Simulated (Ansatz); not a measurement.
The system is BaTe.

```
CELL_PARAMETERS angstrom
0.00000 3.41000 3.41000
3.41000 0.00000 3.41000
3.41000 3.41000 0.00000
ATOMIC_POSITIONS crystal
Ba 0.00000 0.00000 0.00000
Te 0.50000 0.50000 0.50000
```

Base run:

- Program: Ansatz 0.2.0
- Functional: PBEsol
- Potentials or basis: Ansatz PAW
- Cutoff: 420 eV (not typed: the program's choice for these potentials)
- k mesh: 7 × 7 × 7
- Occupations: fermi-dirac, width 0.05 eV
- Spin: no spin polarisation

Its results: band gap on the k mesh 1.39 eV, indirect (least direct gap 1.74 eV); pressure 1.9 GPa.

Problem. The run is repeated on the same cell with these changes: functional from PBEsol to r2SCAN; cutoff from 420 eV (not typed: the program's choice for these potentials) to 500 eV (not typed: the program's choice for these potentials). What comes out?

Solution. Band gap on the k mesh 1.83 eV, indirect (least direct gap 2.18 eV); pressure 4.0 GPa.

r2SCAN gives the wider gap, since meta-GGAs in the generalised Kohn-Sham scheme recover part of the derivative discontinuity.

Caveats: the k mesh misses the band edges, so the gap on the mesh is wider than the one along the path; spin-orbit coupling is left out, which moves the levels of the heavy elements; the PAW data sets come from PBE, with cores solved anew for the run's functional, which leaves a small shift of forces and pressure.
